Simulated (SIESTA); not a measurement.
Runs of SIESTA 5.4.2 on ZnS. Symmetry: F-43m, No. 216, cubic system. Conventional cell: a = 5.404 Å, b = 5.404 Å, c = 5.404 Å, α = 90.00°, β = 90.00°, γ = 90.00°. Zn (site symmetry -43m) is surrounded by 4 S at 2.34 Å. Around S (site symmetry -43m) lie 4 Zn at 2.34 Å. 

```tsv
level	potentials or basis	gap on the mesh (eV)	pressure (GPa)
RPBE	PseudoDojo 0.4 standard (PBE files), DZP (energy shift 0.003 Ry; two zetas on semicore shells)	(a)	5.1
WC	PseudoDojo 0.4 standard (PBEsol files), DZP (energy shift 0.003 Ry; two zetas on semicore shells)	2.32	-1.1
revPBE	PseudoDojo 0.4 standard (PBE files), DZP (energy shift 0.003 Ry; two zetas on semicore shells)	2.62	4.5
PBEsol	PseudoDojo 0.4 standard (PBEsol files), DZP (energy shift 0.003 Ry; two zetas on semicore shells)	(c)	-1.1
PW91	PseudoDojo 0.4 standard (PBE files), DZP (energy shift 0.003 Ry; two zetas on semicore shells)	2.44	(b)
BLYP	PseudoDojo 0.4 standard (PBE files), DZP (energy shift 0.003 Ry; two zetas on semicore shells)	(d)	6.1
AM05	PseudoDojo 0.4 standard (PBEsol files), DZP (energy shift 0.003 Ry; two zetas on semicore shells)	2.44	-0.8
LDA	PseudoDojo 0.4 standard (LDA files), DZP (energy shift 0.003 Ry; two zetas on semicore shells)	2.26	-3.7
```

Alike in all rows: task single point; no spin polarisation; cell as given; k mesh 9 × 9 × 9; smearing fermi-dirac 0.05 eV; grid cutoff 800 Ry; energy shift 0.003 Ry.

Problem. Estimate the missing entries.

Solution. (a) 2.67; (b) 2.3; (c) 2.36; (d) 2.48.

Caveats: short orbitals over semicore shells can move pressures by several GPa; the valence orbitals were made in a potential fitted to the semicore shell under them, which widens gaps by tenths of an eV or more; an odd mesh through Γ misses points on the zone boundary, where band edges often lie; the basis of atomic orbitals isn't converged, which shifts pressures, moduli and gaps; the potentials were made for another functional, which shifts forces and pressure (some runs).

Runs at the PBE level aren't shown here.
